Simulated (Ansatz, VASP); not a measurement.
**Au: VASP beside Ansatz**

INCAR

```
SYSTEM = Au
  ALGO = Fast
  EDIFF = 1E-6
  ENCUT = 520
  GGA = PS
  ISIF = 2
  ISMEAR = -1
  LASPH = .True.
  LCHARG = .False.
  LMAXMIX = 4
  LREAL = .False.
  LWAVE = .False.
  NBANDS = 12
  NELM = 80
  PREC = Accurate
  SIGMA = 0.05
```

Contents of KPOINTS:

```
k-points
0
Gamma
  11 11 11
  0 0 0
```

POSCAR

```
Au
1.0
    0.0000000000      2.0350000000      2.0350000000
    2.0350000000      0.0000000000      2.0350000000
    2.0350000000      2.0350000000      0.0000000000
Au
1
Direct
    0.0000000000      0.0000000000      0.0000000000
```

File KPOINTS_OPT:

```
path GXWKGLUWLK,UX
10
line-mode
reciprocal
 0.0000000000  0.0000000000  0.0000000000  G
 0.5000000000  0.0000000000  0.5000000000  X

 0.5000000000  0.0000000000  0.5000000000  X
 0.5000000000  0.2500000000  0.7500000000  W

 0.5000000000  0.2500000000  0.7500000000  W
 0.3750000000  0.3750000000  0.7500000000  K

 0.3750000000  0.3750000000  0.7500000000  K
 0.0000000000  0.0000000000  0.0000000000  G

 0.0000000000  0.0000000000  0.0000000000  G
 0.5000000000  0.5000000000  0.5000000000  L

 0.5000000000  0.5000000000  0.5000000000  L
 0.6250000000  0.2500000000  0.6250000000  U

 0.6250000000  0.2500000000  0.6250000000  U
 0.5000000000  0.2500000000  0.7500000000  W

 0.5000000000  0.2500000000  0.7500000000  W
 0.5000000000  0.5000000000  0.5000000000  L

 0.5000000000  0.5000000000  0.5000000000  L
 0.3750000000  0.3750000000  0.7500000000  K

 0.6250000000  0.2500000000  0.6250000000  U
 0.5000000000  0.0000000000  0.5000000000  X
```

File input.yaml:

```yaml
crystal:
  lattice:
    - [0.0, 2.035, 2.035]
    - [2.035, 0.0, 2.035]
    - [2.035, 2.035, 0.0]
  atoms:
    - { symbol: Au, position: [0.0, 0.0, 0.0] }
hamiltonian:
  xc: pbesol
  pseudopotentials: { kind: paw }
kpoints:
  mp_grid: { grid: [11, 11, 11] }
  band_path:
    path:
      - [[0.0, 0.0, 0.0], [0.5, 0.0, 0.5], [0.5, 0.25, 0.75], [0.375, 0.375, 0.75], [0.0, 0.0, 0.0], [0.5, 0.5, 0.5], [0.625, 0.25, 0.625], [0.5, 0.25, 0.75], [0.5, 0.5, 0.5], [0.375, 0.375, 0.75]]
      - [[0.625, 0.25, 0.625], [0.5, 0.0, 0.5]]
    npoints: 14
scf:
  occupations: { method: fermi_dirac, width: 0.05 }
  n_extra_bands: 6
output:
  forces: true
  stress: true
  eigenvalues: true
  fatbands: false
  write_density: true
  write_potential: true
  elf: true
  volumetric_format: npy
```

Alike in both runs: task band structure; functional PBEsol; k mesh 11 × 11 × 11; occupations fermi-dirac, width 0.05 eV; no spin polarisation.

|  | VASP | Ansatz |
| --- | --- | --- |
| version | VASP 6.6.1 | Ansatz 0.2.0 |
| potentials or method | VASP PAW PBE potentials, release 64 (Au) | Ansatz PAW |
| plane-wave cutoff (eV) | 520 | 420 |
| valence electrons in the cell | 11 | 19 |

VASP gave:

```
gap on the k mesh at the Fermi level (eV) : none
pressure (GPa)                            : 1.4
```

Question: What did Ansatz give for the same quantities?

Answer: gap on the k mesh at the Fermi level (eV): none; pressure (GPa): 1.7.

A gap of «none» marks a metal or a gap that the smearing closes. With one functional, cell and mesh, what is left measures potentials, basis and numerics. The two sets of potentials don't hold the same shells in valence.

Caveats: spin-orbit coupling is left out, which moves the levels of the heavy elements; the PAW data sets were made with another functional, which shifts forces and pressure a little (VASP); the PAW data sets come from PBE, with cores solved anew for the run's functional, which leaves a small shift of forces and pressure (Ansatz).
